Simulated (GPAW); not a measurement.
# BN (F-43m) in GPAW: further runs

One crystal, BN, is run at these levels: BLYP+D4, PBE, RPBE; tasks: relaxation of cell and atoms, single point.

Everything below comes from runs of GPAW 26.7.0. Logs are shortened: lines on timing, memory, paths and dates and some standing lists are left out, and cuts for length are marked. The log counts tension as positive stress, the text compression.

### Step 1. The structure

Symmetry: F-43m, No. 216, cubic system. Conventional cell: a = 3.626 Å, b = 3.626 Å, c = 3.626 Å, α = 90.00°, β = 90.00°, γ = 90.00°. Around N (site symmetry -43m) lie 4 B at 1.57 Å. Around B (site symmetry -43m) lie 4 N at 1.57 Å.

The cell is a database's computed one.

### Step 2. Relaxation of cell and atoms, BLYP+D4

File run.py:

```python
from ase.calculators.mixing import SumCalculator
from ase.filters import FrechetCellFilter
from ase.io import read, write
from ase.optimize import BFGS
from dftd4.ase import DFTD4
from gpaw import GPAW, PW, setup_paths

setup_paths.insert(0, '.')

atoms = read('BN.xyz')

calc = GPAW(mode=PW(800),
            xc='BLYP',
            kpts={'size': (13, 13, 13), 'gamma': True},
            occupations={'name': 'fermi-dirac', 'width': 0.05},
            nbands=11,
            convergence={'density': 1e-05, 'forces': 0.0001},
            eigensolver='davidson',
            maxiter=150,
            txt='gpaw.txt')
atoms.calc = SumCalculator([calc, DFTD4(method='blyp')])
opt = BFGS(FrechetCellFilter(atoms), trajectory='relax.traj', logfile='-')
done = opt.run(fmax=0.01, steps=40)
calc.write('gs.gpw')
write('result.traj', atoms)
print('Converged:', done)
print('Cell:', atoms.cell.cellpar().round(4))
print('Volume:', round(atoms.get_volume(), 4))
print(atoms.get_scaled_positions().round(5))
```

File BN.xyz:

```xyz
2
Lattice="0.0000000000 1.8130010000 1.8130010000 1.8130010000 0.0000000000 1.8130010000 1.8130010000 1.8130010000 0.0000000000" Properties=species:S:1:pos:R:3 pbc="T T T"
N      0.9065005000      0.9065005000      0.9065005000
B      0.0000000000      0.0000000000      0.0000000000
```

Potentials or basis: PAW data sets generated in the run's folder for this functional, pw.

Launch:

```console
$ gpaw-setup -f BLYP B N
$ OMP_NUM_THREADS=1 python run.py
```

gpaw.txt:

```text
__  _  _
 | _ |_)|_||  |
 |__||  | ||/\| - 26.7.0

Input parameters:
  mode=PW(ecut=800.0),
  convergence={'density': 1e-05, 'forces': 0.0001},
  eigensolver=Davidson(niter=2),
  kpts=MonkhorstPack(size=(13, 13, 13), gamma=True),
  maxiter=150,
  nbands=11,
  occupations=Occupations(name='fermi-dirac', width=0.05),
  xc=XC(name='BLYP')

Diagonalizing LCAO Hamiltonian
Converting LCAO to pw mode

          N
       B

Atoms  # Å, Bohr magnetons
|   | symbol |        x |        y |        z |    initial magnetic moments |
|---|--------|----------|----------|----------|-----------------------------|
| 0 |      N | 0.906501 | 0.906501 | 0.906501 | ( 0.0000,  0.0000,  0.0000) |
| 1 |      B | 0.000000 | 0.000000 | 0.000000 | ( 0.0000,  0.0000,  0.0000) |

Unit cell  # Å
| periodic |        x |        y |        z |  lengths |    angles |
|----------|----------|----------|----------|----------|-----------|
|      yes | 0.000000 | 1.813001 | 1.813001 | 2.563971 | 60.000000 |
|      yes | 1.813001 | 0.000000 | 1.813001 | 2.563971 | 60.000000 |
|      yes | 1.813001 | 1.813001 | 0.000000 | 2.563971 | 60.000000 |

Number of symmetries: 24
Symmetry operations  # r_c * U_cc + t_c -> r_c
|    | kind |            matrix            |
|----|------|------------------------------|
|  0 |  E   |  1, 0, 0,  0, 1, 0,  0, 0, 1 |
|  1 |  σ   |  1, 0, 0,  0, 0, 1,  0, 1, 0 |
|  2 |  σ   |  1, 0,-1,  0, 1,-1,  0, 0,-1 |
|  3 |  C3  |  1, 0,-1,  0, 0,-1,  0, 1,-1 |
|  4 |  C3  |  1,-1, 0,  0,-1, 1,  0,-1, 0 |
|  5 |  σ   |  1,-1, 0,  0,-1, 0,  0,-1, 1 |
|  6 |  σ   |  0, 1, 0,  1, 0, 0,  0, 0, 1 |
|  7 |  C3  |  0, 1, 0,  0, 0, 1,  1, 0, 0 |
|  8 |  C2  |  0, 1,-1,  1, 0,-1,  0, 0,-1 |
|  9 |  S4  |  0, 1,-1,  0, 0,-1,  1, 0,-1 |
| 10 |  C3  |  0, 0, 1,  1, 0, 0,  0, 1, 0 |
| 11 |  σ   |  0, 0, 1,  0, 1, 0,  1, 0, 0 |
| 12 |  S4  |  0, 0,-1,  1, 0,-1,  0, 1,-1 |
| 13 |  C3  |  0, 0,-1,  0, 1,-1,  1, 0,-1 |
| 14 |  S4  |  0,-1, 1,  1,-1, 0,  0,-1, 0 |
| 15 |  C2  |  0,-1, 1,  0,-1, 0,  1,-1, 0 |
| 16 |  C3  |  0,-1, 0,  1,-1, 0,  0,-1, 1 |
| 17 |  S4  |  0,-1, 0,  0,-1, 1,  1,-1, 0 |
| 18 |  S4  | -1, 1, 0, -1, 0, 1, -1, 0, 0 |
| 19 |  C3  | -1, 1, 0, -1, 0, 0, -1, 0, 1 |
| 20 |  C3  | -1, 0, 1, -1, 1, 0, -1, 0, 0 |
| 21 |  S4  | -1, 0, 1, -1, 0, 0, -1, 1, 0 |
[... 127 lines left out ...]
convergence criteria:
- Maximum integral of absolute [dens]ity change: 1e-05 electrons / valence electron
- Maximum change in the atomic [forces] across last 2 cycles: 0.0001 eV/Ang OR
Maximum error relative to the maximum force is below inf
- Maximum [total energy] change in last 3 cyles: 0.0005 eV / valence electron
- Maximum integral of absolute [eigenst]ate change: 4e-08 eV^2 / valence electron
maximum number of iterations: 150

SCF iterations
|iter     | |      energy | eigst |  dens |force |
|---------|-|-------------|-------|-------|------|
|iter:   1| |  -17.341685 | +0.16 |       |      |
|iter:   2| |  -17.126495 | -1.72 | -0.70 |      |
|iter:   3| |  -16.330790 | -1.28 | -0.74 |      |
|iter:   4| |  -16.323718 | -2.79 | -1.37 |      |
|iter:   5| |  -16.323936 | -3.34 | -1.79 |      |
|iter:   6| |  -16.324050c| -4.97 | -2.49 |      |
|iter:   7| |  -16.324052c| -6.52 | -3.41 |      |
|iter:   8| |  -16.324053c| -7.78c| -4.18 |      |
|iter:   9| |  -16.324053c| -9.32c| -5.23c|      |
|iter:  10| |  -16.324053c|-10.69c| -5.92c|-15.83c|

Converged in 10 steps
Energy contributions relative to reference atoms: (reference = -2154.119193)

Energy contributions:
  Kinetic:          17.241608
  Coulomb:         -16.201144
  Zero:              0.088990
  External:          0.000000
  Xc:              -17.453507
  Entropy:          -0.000000
  Spinorbit:         0.000000
  ----------------------------
  Free energy:     -16.324053
  Extrapolated:    -16.324053
[... 26 lines left out ...]
Stress tensor  # eV/Ang^3
|         x |         y |         z |
|-----------|-----------|-----------|
| -0.032462 |  0.000000 |  0.000000 |
|  0.000000 | -0.032462 |  0.000000 |
|  0.000000 |  0.000000 | -0.032462 |

Forces  # eV/Ang
|       x |        y |        z |
|---------|----------|----------|
| 0.00000 | -0.00000 | -0.00000 |  # N    0
| 0.00000 |  0.00000 |  0.00000 |  # B    1

Diagonalizing LCAO Hamiltonian
Converting LCAO to pw mode

          N
       B

Atoms  # Å, Bohr magnetons
|   | symbol |        x |        y |        z |    initial magnetic moments |
|---|--------|----------|----------|----------|-----------------------------|
| 0 |      N | 0.905042 | 0.905042 | 0.905042 | ( 0.0000,  0.0000,  0.0000) |
| 1 |      B | 0.000000 | 0.000000 | 0.000000 | ( 0.0000,  0.0000,  0.0000) |

Unit cell  # Å
| periodic |        x |        y |        z |  lengths |    angles |
|----------|----------|----------|----------|----------|-----------|
|      yes | 0.000000 | 1.810084 | 1.810084 | 2.559846 | 59.999998 |
|      yes | 1.810084 | 0.000000 | 1.810084 | 2.559846 | 59.999998 |
|      yes | 1.810084 | 1.810084 | 0.000000 | 2.559846 | 59.999998 |

Number of symmetries: 6
Symmetry operations  # r_c * U_cc + t_c -> r_c
|   | kind |            matrix            |
|---|------|------------------------------|
| 0 |  E   |  1, 0, 0,  0, 1, 0,  0, 0, 1 |
| 1 |  σ   |  1, 0, 0,  0, 0, 1,  0, 1, 0 |
| 2 |  σ   |  0, 1, 0,  1, 0, 0,  0, 0, 1 |
| 3 |  C3  |  0, 1, 0,  0, 0, 1,  1, 0, 0 |
| 4 |  C3  |  0, 0, 1,  1, 0, 0,  0, 1, 0 |
| 5 |  σ   |  0, 0, 1,  0, 1, 0,  1, 0, 0 |

BZ-sampling:
  Number of BZ points: 2197
  Number of IBZ points: 231
[... 121 lines left out ...]
convergence criteria:
- Maximum integral of absolute [dens]ity change: 1e-05 electrons / valence electron
- Maximum change in the atomic [forces] across last 2 cycles: 0.0001 eV/Ang OR
Maximum error relative to the maximum force is below inf
- Maximum [total energy] change in last 3 cyles: 0.0005 eV / valence electron
- Maximum integral of absolute [eigenst]ate change: 4e-08 eV^2 / valence electron
maximum number of iterations: 150

SCF iterations
|iter     | |      energy | eigst |  dens |force |
|---------|-|-------------|-------|-------|------|
|iter:   1| |  -17.346136 | +0.17 |       |      |
|iter:   2| |  -17.130187 | -1.72 | -0.70 |      |
|iter:   3| |  -16.328391 | -1.27 | -0.74 |      |
|iter:   4| |  -16.321096 | -2.79 | -1.37 |      |
|iter:   5| |  -16.321309 | -3.34 | -1.80 |      |
|iter:   6| |  -16.321424c| -4.97 | -2.49 |      |
|iter:   7| |  -16.321426c| -6.51 | -3.41 |      |
|iter:   8| |  -16.321426c| -7.78c| -4.18 |      |
|iter:   9| |  -16.321426c| -9.32c| -5.23c|      |
|iter:  10| |  -16.321426c|-10.69c| -5.93c|-5.38c|

Converged in 10 steps
Energy contributions relative to reference atoms: (reference = -2154.119193)

Energy contributions:
  Kinetic:          17.662387
  Coulomb:         -16.519277
  Zero:              0.089040
  External:          0.000000
  Xc:              -17.553576
  Entropy:          -0.000000
  Spinorbit:         0.000000
  ----------------------------
  Free energy:     -16.321426
  Extrapolated:    -16.321426
[... 26 lines left out ...]
Stress tensor  # eV/Ang^3
|         x |         y |         z |
|-----------|-----------|-----------|
| -0.044014 |  0.000003 |  0.000003 |
|  0.000003 | -0.044014 |  0.000003 |
|  0.000003 |  0.000003 | -0.044014 |

Forces  # eV/Ang
|        x |        y |        z |
|----------|----------|----------|
|  0.00001 |  0.00001 |  0.00001 |  # N    0
| -0.00000 | -0.00000 | -0.00000 |  # B    1

Interpolating wave functions to new cell

          N
       B

Atoms  # Å, Bohr magnetons
|   | symbol |         x |         y |         z |    initial magnetic moments |
|---|--------|-----------|-----------|-----------|-----------------------------|
| 0 |      N |  0.901556 |  0.901556 |  0.901556 | ( 0.0000,  0.0000,  0.0000) |
| 1 |      B | -0.000000 | -0.000000 | -0.000000 | ( 0.0000,  0.0000,  0.0000) |

Unit cell  # Å
| periodic |         x |         y |         z |  lengths |    angles |
|----------|-----------|-----------|-----------|----------|-----------|
|      yes | -0.000001 |  1.803112 |  1.803112 | 2.549986 | 60.000042 |
|      yes |  1.803112 | -0.000001 |  1.803112 | 2.549986 | 60.000042 |
|      yes |  1.803112 |  1.803112 | -0.000001 | 2.549986 | 60.000042 |

Number of symmetries: 6
Symmetry operations  # r_c * U_cc + t_c -> r_c
|   | kind |            matrix            |
|---|------|------------------------------|
| 0 |  E   |  1, 0, 0,  0, 1, 0,  0, 0, 1 |
| 1 |  σ   |  1, 0, 0,  0, 0, 1,  0, 1, 0 |
| 2 |  σ   |  0, 1, 0,  1, 0, 0,  0, 0, 1 |
| 3 |  C3  |  0, 1, 0,  0, 0, 1,  1, 0, 0 |
| 4 |  C3  |  0, 0, 1,  1, 0, 0,  0, 1, 0 |
| 5 |  σ   |  0, 0, 1,  0, 1, 0,  1, 0, 0 |

BZ-sampling:
  Number of BZ points: 2197
  Number of IBZ points: 231
[... 121 lines left out ...]
convergence criteria:
- Maximum integral of absolute [dens]ity change: 1e-05 electrons / valence electron
- Maximum change in the atomic [forces] across last 2 cycles: 0.0001 eV/Ang OR
Maximum error relative to the maximum force is below inf
- Maximum [total energy] change in last 3 cyles: 0.0005 eV / valence electron
- Maximum integral of absolute [eigenst]ate change: 4e-08 eV^2 / valence electron
maximum number of iterations: 150

SCF iterations
|iter     | |      energy | eigst |  dens |force |
|---------|-|-------------|-------|-------|------|
|iter:   1| |  -16.314580 |       |       |      |
|iter:   2| |  -16.314091 | -4.99 | -2.17 |      |
|iter:   3| |  -16.312432c| -3.98 | -2.22 |      |
|iter:   4| |  -16.312430c| -5.64 | -3.05 |      |
|iter:   5| |  -16.312436c| -6.04 | -3.45 |      |
|iter:   6| |  -16.312436c| -7.16 | -4.25 |      |
|iter:   7| |  -16.312436c| -8.13c| -4.83 |      |
|iter:   8| |  -16.312436c|-10.04c| -6.18c|      |
|iter:   9| |  -16.312436c|-11.92c| -6.56c|-6.60c|

Converged in 9 steps
Energy contributions relative to reference atoms: (reference = -2154.119193)

Energy contributions:
  Kinetic:          18.682166
  Coulomb:         -17.288838
  Zero:              0.089016
  External:          0.000000
  Xc:              -17.794780
  Entropy:          -0.000000
  Spinorbit:         0.000000
  ----------------------------
  Free energy:     -16.312436
  Extrapolated:    -16.312436
[... 26 lines left out ...]
Stress tensor  # eV/Ang^3
|         x |         y |         z |
|-----------|-----------|-----------|
| -0.072496 |  0.000001 |  0.000001 |
|  0.000001 | -0.072496 |  0.000001 |
|  0.000001 |  0.000001 | -0.072496 |

Forces  # eV/Ang
|        x |        y |        z |
|----------|----------|----------|
| -0.00000 | -0.00000 | -0.00000 |  # N    0
|  0.00001 |  0.00001 |  0.00001 |  # B    1

# Writing to gs.gpw (mode='')
```

It took 76 s on 1 thread of Arm Neoverse V2, shared host; peak memory 0.22 GiB.

What came out:

| Item | Value |
| --- | --- |
| Free energy | -17.2493 eV |
| Relaxed volume | 5.86 Å³/atom |
| Relaxed cell | a = 2.550 Å, b = 2.550 Å, c = 2.550 Å, α = 60.00°, β = 60.00°, γ = 60.00° |
| Space group after relaxing (to 0.05 Å) | F-43m (No. 216) |
| Energy gained by relaxing | 1.1 meV/atom |
| Ionic steps | 3 |
| Pressure after relaxing | 0.1 GPa |
| Band gap on the k mesh | 4.95 eV, indirect (least direct gap 8.96 eV) |
| Dispersion energy per atom | -0.468 eV |

Step by step:
| step | energy change (eV) | largest force (eV/Å) | pressure (GPa) | volume (Å³) |
| --- | --- | --- | --- | --- |
| 1 | 0.0000 | 0.0000 | -6.06 | 11.92 |
| 2 | -0.0014 | 0.0000 | -4.30 | 11.86 |
| 3 | -0.0022 | 0.0000 | 0.06 | 11.72 |

Final structure:
```cif
data_structure
_symmetry_space_group_name_H-M 'P 1'
_symmetry_Int_Tables_number 1
_cell_length_a 2.5500
_cell_length_b 2.5500
_cell_length_c 2.5500
_cell_angle_alpha 60.000
_cell_angle_beta 60.000
_cell_angle_gamma 60.000
_cell_volume 11.72
loop_
_atom_site_label
_atom_site_type_symbol
_atom_site_fract_x
_atom_site_fract_y
_atom_site_fract_z
_atom_site_occupancy
N1 N 0.25000 0.25000 0.25000 1
B1 B 0.00000 0.00000 0.00000 1
```

Caveat: later steps reuse the first step's grids; an odd mesh through Γ misses points on the zone boundary, where band edges often lie. As with any semilocal functional, this BLYP gap is likely too small.

(Part 1 of 3 ends here.)
